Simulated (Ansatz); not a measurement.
# GaAs: a point defect seen from the nuclei (As vacancy), part 3 of 3

Aim: the field gradients and hyperfine parameters at and around a point defect: As vacancy in GaAs, cell charge +1. The cell is a supercell built from a structure deposited in the COD. Planned: a single point, then a relaxation, then a check of method with width.

Ansatz 0.2.0; DFT, PBE, plane-wave PAW, default files, scalar-relativistic, as far as a step names no other.

### 4 Trying other settings (scf.occupations.method = gaussian, scf.occupations.width = 0.05)

File input.yaml:

```yaml
crystal:
  lattice:
    - [0.0, 8.48055, 8.48055]
    - [8.48055, 0.0, 8.48055]
    - [8.48055, 8.48055, 0.0]
  atoms:
    - { symbol: Ga, position: [0.0, 0.0, 0.0], spin: 0.5 }
    - { symbol: Ga, position: [0.0, 0.0, 0.3333333333], spin: 0.5 }
    - { symbol: Ga, position: [0.0, 0.0, 0.6666666667] }
    - { symbol: Ga, position: [0.0, 0.3333333333, 0.0], spin: 0.5 }
    - { symbol: Ga, position: [0.0, 0.3333333333, 0.3333333333] }
    - { symbol: Ga, position: [0.0, 0.3333333333, 0.6666666667] }
    - { symbol: Ga, position: [0.0, 0.6666666667, 0.0] }
    - { symbol: Ga, position: [0.0, 0.6666666667, 0.3333333333] }
    - { symbol: Ga, position: [0.0, 0.6666666667, 0.6666666667] }
    - { symbol: Ga, position: [0.3333333333, 0.0, 0.0], spin: 0.5 }
    - { symbol: Ga, position: [0.3333333333, 0.0, 0.3333333333] }
    - { symbol: Ga, position: [0.3333333333, 0.0, 0.6666666667] }
    - { symbol: Ga, position: [0.3333333333, 0.3333333333, 0.0] }
    - { symbol: Ga, position: [0.3333333333, 0.3333333333, 0.3333333333] }
    - { symbol: Ga, position: [0.3333333333, 0.3333333333, 0.6666666667] }
    - { symbol: Ga, position: [0.3333333333, 0.6666666667, 0.0] }
    - { symbol: Ga, position: [0.3333333333, 0.6666666667, 0.3333333333] }
    - { symbol: Ga, position: [0.3333333333, 0.6666666667, 0.6666666667] }
    - { symbol: Ga, position: [0.6666666667, 0.0, 0.0] }
    - { symbol: Ga, position: [0.6666666667, 0.0, 0.3333333333] }
    - { symbol: Ga, position: [0.6666666667, 0.0, 0.6666666667] }
    - { symbol: Ga, position: [0.6666666667, 0.3333333333, 0.0] }
    - { symbol: Ga, position: [0.6666666667, 0.3333333333, 0.3333333333] }
    - { symbol: Ga, position: [0.6666666667, 0.3333333333, 0.6666666667] }
    - { symbol: Ga, position: [0.6666666667, 0.6666666667, 0.0] }
    - { symbol: Ga, position: [0.6666666667, 0.6666666667, 0.3333333333] }
    - { symbol: Ga, position: [0.6666666667, 0.6666666667, 0.6666666667] }
    - { symbol: As, position: [0.0833333333, 0.0833333333, 0.4166666667] }
    - { symbol: As, position: [0.0833333333, 0.0833333333, 0.75] }
    - { symbol: As, position: [0.0833333333, 0.4166666667, 0.0833333333] }
    - { symbol: As, position: [0.0833333333, 0.4166666667, 0.4166666667] }
    - { symbol: As, position: [0.0833333333, 0.4166666667, 0.75] }
    - { symbol: As, position: [0.0833333333, 0.75, 0.0833333333] }
    - { symbol: As, position: [0.0833333333, 0.75, 0.4166666667] }
    - { symbol: As, position: [0.0833333333, 0.75, 0.75] }
    - { symbol: As, position: [0.4166666667, 0.0833333333, 0.0833333333] }
    - { symbol: As, position: [0.4166666667, 0.0833333333, 0.4166666667] }
    - { symbol: As, position: [0.4166666667, 0.0833333333, 0.75] }
    - { symbol: As, position: [0.4166666667, 0.4166666667, 0.0833333333] }
    - { symbol: As, position: [0.4166666667, 0.4166666667, 0.4166666667] }
    - { symbol: As, position: [0.4166666667, 0.4166666667, 0.75] }
    - { symbol: As, position: [0.4166666667, 0.75, 0.0833333333] }
    - { symbol: As, position: [0.4166666667, 0.75, 0.4166666667] }
    - { symbol: As, position: [0.4166666667, 0.75, 0.75] }
    - { symbol: As, position: [0.75, 0.0833333333, 0.0833333333] }
    - { symbol: As, position: [0.75, 0.0833333333, 0.4166666667] }
    - { symbol: As, position: [0.75, 0.0833333333, 0.75] }
    - { symbol: As, position: [0.75, 0.4166666667, 0.0833333333] }
    - { symbol: As, position: [0.75, 0.4166666667, 0.4166666667] }
    - { symbol: As, position: [0.75, 0.4166666667, 0.75] }
    - { symbol: As, position: [0.75, 0.75, 0.0833333333] }
    - { symbol: As, position: [0.75, 0.75, 0.4166666667] }
    - { symbol: As, position: [0.75, 0.75, 0.75] }
magnetization:
  spin_polarized: true
total_charge: 1
kpoints:
  mp_grid: { grid: [2, 2, 2] }
scf:
  occupations: { method: gaussian, width: 0.05 }
hamiltonian:
  xc: pbe
  pseudopotentials: { kind: paw }
output:
  forces: true
  stress: true
  populations: true
  efg:
    quadrupole_moments_barn: { Ga: 0.107, As: 0.311 }
    contact_densities: true
  write_density: true
  write_potential: true
  elf: true
  volumetric_format: npy
```

Started as:

```bash
ansatz run input.yaml --threads 4 --pin off --max-ram 10240MiB --backend cpu --events-out ev --progress --plain --runs-dir out
```

The log of the run:

```text
Warning: RAYON_NUM_THREADS=4 ignored (pool sized by the plan → 4); use --threads N
Engine: ansatz 0.2.0, x86_64-unknown-linux-gnu
Pseudopotentials: kind: paw
Pseudopotential: Ga, paw, valence charge 13, recommended cutoff 420 eV (normal), Ga.paw.azcp
Pseudopotential: As, paw, valence charge 15, recommended cutoff 420 eV (normal), As.paw.azcp
Functional definition: PBE
  parameter kappa = 0.804
  parameter beta = 0.06672455060314922
  exchange = pbe_x(kappa = kappa, mu = beta*pi^2/3)
  correlation = pbe_c(beta = beta)
Crystal: 53 atoms, lattice volume = 1219.838 Å³
Basis set: ecut = 420 eV, 23829 PW (Γ), exchange–correlation on 162×162×162 points (8 copies of the dense FFT grid, shifted against one another)
Bands: 446, of which v1, the nominal top of the filled ones, is band 370 counted from 1 (369 counted from 0)
Symmetry: 24 space group operations
Space group: F-43m (ITA 216), of the structure as read, at distance tolerance 1.1e-4 Å
Magnetic group: BNS 216.74 (UNI 1576), of the structure as read, at distance tolerance 1.1e-4 Å
k-points: 3 of 8
Non-local potential: Ga, projectors of the file, l = 0: 2, l = 1: 2, l = 2: 3, l = 3: 1
Non-local potential: As, projectors of the file, l = 0: 2, l = 1: 2, l = 2: 3, l = 3: 1
PAW form: soft (Blöchl's): semilocal exchange-correlation on the pseudo side does not see the compensation charge
PAW one-centre angular grid: Ga, 590 points (default); XC on 64 Gauss nodes
PAW one-centre angular grid: As, 590 points (default); XC on 64 Gauss nodes
Initial density: superposition of atomic densities (chi_scale 0.1, normalization cell)
Starting moments: Σ|m| = 2 μB on 4 of 53 sites
Initial wavefunctions: pseudopotential atomic-orbital guess
Functional: x = pbe(κ = 0.804, μ = 0.2195149727645171), c = pbe(β = 0.06672455060314922)
iter 1 solved again at ethr=2.71e-3 eV; its pass at ethr=3.10e-3 eV (dr2=2.01e1 eV) is discarded
SCF iter   1: F=—  HF=-228428.422017 eV  |F-HF|=—  |Δ(HF+E_count)|=         —  Δρ=2.37e-2 (↑2.23e-2 ↓2.37e-2)  dr2=2.01e1  dr2_m=2.00e0  M=0.001 μB ∫|m|=0.179 μB  β_m=0.30  ethr=2.71e-3  ⟨swp⟩=1.0  Hψ=13458  notcnv=0
preconditioner: auto → Resta (q_TF=auto, 2.510 Å⁻¹)  ε∞=3.7  [insulator: Δε(μ)=0.211 eV  Ē_g=14.184 eV  σ=0.050 eV  W_gap=1.00  n_scr=330 (ndim 8)  ℏωp=23.3 eV  f_vac=0.007  D(μ)=0.10/eV (n_scr^D=0)  ε∞_Penn≈3.7]
spin=Collinear: Resta preconditioning applied to the charge; magnetization (m = ρ↑ − ρ↓) channel mixes plain (no charge-response kernel on spin).
SCF iter   2: F=—  HF=-228425.759810 eV  |F-HF|=—  |Δ(HF+E_count)|=    2.66e0  Δρ=1.74e-2 (↑1.60e-2 ↓1.74e-2)  dr2=9.63e0  dr2_m=9.98e-1  M=0.000 μB ∫|m|=0.138 μB  β_m=0.30  ethr=2.71e-3  ⟨swp⟩=2.8  Hψ=3143  notcnv=0
[... 6 lines left out ...]
spin-set hold released at iteration 7 (site moments contracting): the magnetisation degrees of freedom join the quasi-Newton model from the next iteration; the mixer history was flushed
[... 4 lines left out ...]
SCF iter  12: F=—  HF=-228424.029310 eV  |F-HF|=—  |Δ(HF+E_count)|=   1.32e-5  Δρ=2.74e-6 (↑2.74e-6 ↓2.63e-6)  dr2=5.46e-7  dr2_m=1.34e-10  M=-0.000 μB ∫|m|=0.000 μB  β_m=0.80  ethr=7.13e-10  ⟨swp⟩=2.0  Hψ=3698  notcnv=0  defer=420
SCF iter  13: F=—  HF=-228424.029311 eV  |F-HF|=—  |Δ(HF+E_count)|=   2.01e-7  Δρ=1.03e-6 (↑1.03e-6 ↓9.62e-7)  dr2=4.31e-8  dr2_m=1.21e-9  M=-0.000 μB ∫|m|=0.000 μB  β_m=0.75  ethr=1.35e-11  ⟨swp⟩=13.0  Hψ=21541  notcnv=0
SCF iter  14: F=-228424.029311 eV  HF=-228424.029311 eV  |F-HF|=5.53e-10  |Δ(HF+E_count)|=  4.95e-10  Δρ=2.75e-7 (↑2.30e-7 ↓2.75e-7)  dr2=5.44e-9  dr2_m=2.58e-10  M=-0.000 μB ∫|m|=0.000 μB  ethr=5.83e-12  ⟨swp⟩=6.0  Hψ=13790  notcnv=0
SCF 1 converged in 14 iterations: F = -228424.029311 eV  dr2 = 5.44e-9
[... 97 lines left out ...]
  atom  35  As V_zz =    -1.026812   η = 0.0000   by run symmetry: allowed   C_q = -7.7216 MHz
            electrostatic potential = -4514.314546 V   contact ρ = 235492.168378 e/Å³   contact ρ_s (e/Å³): all electrons -0.000003, valence -0.000003
  atom  36  As V_zz =    +5.604217   η = 0.0828   by run symmetry: allowed   C_q = +42.1434 MHz
            electrostatic potential = -4514.177278 V   contact ρ = 235493.474192 e/Å³   contact ρ_s (e/Å³): all electrons +0.000007, valence +0.000006
  atom  37  As V_zz =    -0.769451   η = 0.0000   by run symmetry: allowed   C_q = -5.7862 MHz
            electrostatic potential = -4514.342054 V   contact ρ = 235492.073738 e/Å³   contact ρ_s (e/Å³): all electrons +0.000005, valence +0.000004
  atom  38  As V_zz =    +5.604217   η = 0.0828   by run symmetry: allowed   C_q = +42.1434 MHz
            electrostatic potential = -4514.177278 V   contact ρ = 235493.474192 e/Å³   contact ρ_s (e/Å³): all electrons +0.000007, valence +0.000006
  atom  39  As V_zz =    -0.769451   η = 0.0000   by run symmetry: allowed   C_q = -5.7862 MHz
            electrostatic potential = -4514.342054 V   contact ρ = 235492.073738 e/Å³   contact ρ_s (e/Å³): all electrons +0.000005, valence +0.000004
  atom  40  As V_zz =    -0.769451   η = 0.0000   by run symmetry: allowed   C_q = -5.7862 MHz
            electrostatic potential = -4514.342054 V   contact ρ = 235492.073738 e/Å³   contact ρ_s (e/Å³): all electrons +0.000005, valence +0.000004
  atom  41  As V_zz =    +0.177055   η = 0.9972   by run symmetry: allowed   C_q = +1.3314 MHz
            electrostatic potential = -4514.387166 V   contact ρ = 235491.924598 e/Å³   contact ρ_s (e/Å³): all electrons -0.000001, valence -0.000001
  atom  42  As V_zz =    +5.604217   η = 0.0828   by run symmetry: allowed   C_q = +42.1434 MHz
            electrostatic potential = -4514.177278 V   contact ρ = 235493.474192 e/Å³   contact ρ_s (e/Å³): all electrons +0.000007, valence +0.000006
  atom  43  As V_zz =    +0.177055   η = 0.9972   by run symmetry: allowed   C_q = +1.3314 MHz
            electrostatic potential = -4514.387166 V   contact ρ = 235491.924598 e/Å³   contact ρ_s (e/Å³): all electrons -0.000001, valence -0.000001
  atom  44  As V_zz =    +0.177055   η = 0.9972   by run symmetry: allowed   C_q = +1.3314 MHz
            electrostatic potential = -4514.387166 V   contact ρ = 235491.924598 e/Å³   contact ρ_s (e/Å³): all electrons -0.000001, valence -0.000001
  atom  45  As V_zz =    +5.604217   η = 0.0828   by run symmetry: allowed   C_q = +42.1434 MHz
            electrostatic potential = -4514.177278 V   contact ρ = 235493.474192 e/Å³   contact ρ_s (e/Å³): all electrons +0.000007, valence +0.000006
  atom  46  As V_zz =    +5.604217   η = 0.0828   by run symmetry: allowed   C_q = +42.1434 MHz
            electrostatic potential = -4514.177278 V   contact ρ = 235493.474192 e/Å³   contact ρ_s (e/Å³): all electrons +0.000007, valence +0.000006
  atom  47  As V_zz =    -1.026812   η = 0.0000   by run symmetry: allowed   C_q = -7.7216 MHz
            electrostatic potential = -4514.314546 V   contact ρ = 235492.168378 e/Å³   contact ρ_s (e/Å³): all electrons -0.000003, valence -0.000003
  atom  48  As V_zz =    +5.604217   η = 0.0828   by run symmetry: allowed   C_q = +42.1434 MHz
            electrostatic potential = -4514.177278 V   contact ρ = 235493.474192 e/Å³   contact ρ_s (e/Å³): all electrons +0.000007, valence +0.000006
  atom  49  As V_zz =    +0.177055   η = 0.9972   by run symmetry: allowed   C_q = +1.3314 MHz
            electrostatic potential = -4514.387166 V   contact ρ = 235491.924598 e/Å³   contact ρ_s (e/Å³): all electrons -0.000001, valence -0.000001
  atom  50  As V_zz =    +0.177055   η = 0.9972   by run symmetry: allowed   C_q = +1.3314 MHz
            electrostatic potential = -4514.387166 V   contact ρ = 235491.924598 e/Å³   contact ρ_s (e/Å³): all electrons -0.000001, valence -0.000001
  atom  51  As V_zz =    -1.026812   η = 0.0000   by run symmetry: allowed   C_q = -7.7216 MHz
            electrostatic potential = -4514.314546 V   contact ρ = 235492.168378 e/Å³   contact ρ_s (e/Å³): all electrons -0.000003, valence -0.000003
  atom  52  As V_zz =    +0.177055   η = 0.9972   by run symmetry: allowed   C_q = +1.3314 MHz
            electrostatic potential = -4514.387166 V   contact ρ = 235491.924598 e/Å³   contact ρ_s (e/Å³): all electrons -0.000001, valence -0.000001
  atom  53  As V_zz =    -1.026812   η = 0.0000   by run symmetry: allowed   C_q = -7.7216 MHz
            electrostatic potential = -4514.314546 V   contact ρ = 235492.168378 e/Å³   contact ρ_s (e/Å³): all electrons -0.000003, valence -0.000003
--- Band table (eV; the first three rows and the last of 6) ---
[... 4 lines left out ...]
--- Löwdin populations: 53 sites ---
  site symbol       q [e]    m [muB]
[... 53 lines left out ...]
  spilling = 0.001478 (of n_electrons = 740.000000)
```

Run time: 1.9 min. Hardware: 4 threads of Intel Xeon Platinum 8375C at 2.90GHz (Ice Lake), shared host; peak memory 7.8 GiB.

The run ends with gap on the mesh 0.23 eV, largest force 0.325 eV/Å, pressure 3.0 GPa.

Against step 2 (V_zz in 10²¹ V/m²):

```tsv
site	atoms	V_zz, PBE	V_zz, new settings	η, PBE	η, new settings
Ga1	1, 2, 4, …	11.86	11.86	0.00	0.00
As28	28, 29, 30, …	5.61	5.60	0.08	0.08
Ga5	5, 6, 8, …	-0.39	-0.39	0.57	0.57
As41	41, 43, 44, …	0.18	0.18	1.00	1.00
Ga3	3, 7, 9, …	1.15	1.15	0.83	0.83
As35	35, 47, 51, …	-1.03	-1.03	0.00	0.00
As31	31, 37, 39, …	-0.77	-0.77	0.00	0.00
Ga18	18, 24, 26, …	0.18	0.18	0.00	0.00
Ga14	14	0.00	0.00	–	–
```

The sizes of the gradients above 0.15 moved by less than 0.1 % at any site. The free energy stayed within 0.1 meV/atom.

### 5 Spectra that follow from step 3

⁷⁵As (I = 3/2, Q = 311.0 mb) at 28.2 T, Larmor frequency 206.3 MHz. Second-order quadrupolar shifts of the central transition; chemical shifts are not computed, so all sites share one zero.

```tsv
site	count	C_Q (MHz)	η	ν_Q (MHz)	δ_QIS (ppm)
As28	12	47.1	0.05	23.6	-1306.3
As41	6	1.98	0.21	0.991	-2.3
As31	4	-3.87	0.00	1.94	-8.8
As35	4	-7.16	0.00	3.58	-30.1
```

⁷⁵As central transition, static powder:

kHz, intensity and a bar:
```
  -1008.6          0 
   -914.5         10 ###
   -820.5         13 ####
   -726.4          8 ##
   -632.4          6 ##
   -538.4          6 ##
   -444.3          5 ##
   -350.3          5 #
   -256.2          5 #
   -162.2          5 #
    -68.1         28 #########
     25.9        100 ##############################
    120.0          4 #
    214.0          4 #
    308.1          5 ##
    402.1          7 ##
    496.1         10 ###
    590.2          0
```

### 6 Outcome

This closing draws on all 3 parts.

```
                                                                                                  quantity                                                                                                                                                            value
                                                                                            state (step 3)                                                                                              gap on the mesh 0.22 eV, largest force 0.029 eV/Å, pressure 2.9 GPa
                                                                          V_zz by site, step 3 (10²¹ V/m²)                                                                       Ga1 11.24, As28 6.27, Ga5 0.48, As41 0.26, Ga3 -1.88, As31 -0.51, As35 -0.95, Ga14 0.00, …
                                                                               largest C_Q in size, step 3                                                                                                                                           47.1 MHz, ⁷⁵As at As28
                                                                      step 3 (ions relaxed) against step 2  27 % in the median, over a factor of two at the site that moves most (small gradients counted from 0.15; Ga18, 0.18 to 0.39), with a change of sign at Ga5, Ga3
step 4 (scf.occupations.method = gaussian, scf.occupations.width = 0.05) against step 2, before relaxation                                                                                                                                      less than 0.1 % at any site
```

The largest gradient sits at Ga1 (3 As at 2.46 Å). The cell ends without a spin moment. The relaxation kept the symmetry F-43m, so a distorted place of lower energy may have been missed. Relaxing moved atoms by up to 0.07 Å and single gradients by over a factor of two in size at the worst site (27 % in the median) (gradients over 0.15 counted), so small moves matter. At 28.2 T the ⁷⁵As line of the largest coupling listed spans about 1500 kHz, too broad for magic-angle spinning to narrow; it calls for wide-line methods. The defect repeats with the cell of 53 atoms, so it feels its images: sites between two images don't show the values beside a lone defect, and zeros or small values of η there can come from the images' arrangement. A uniform background compensates the cell's charge. With a gap of 0.2 eV on this mesh, small gradients can still move by 0.1 × 10²¹ V/m² or more as the k-mesh gets denser. The start moments die out, and the run ends without spin.
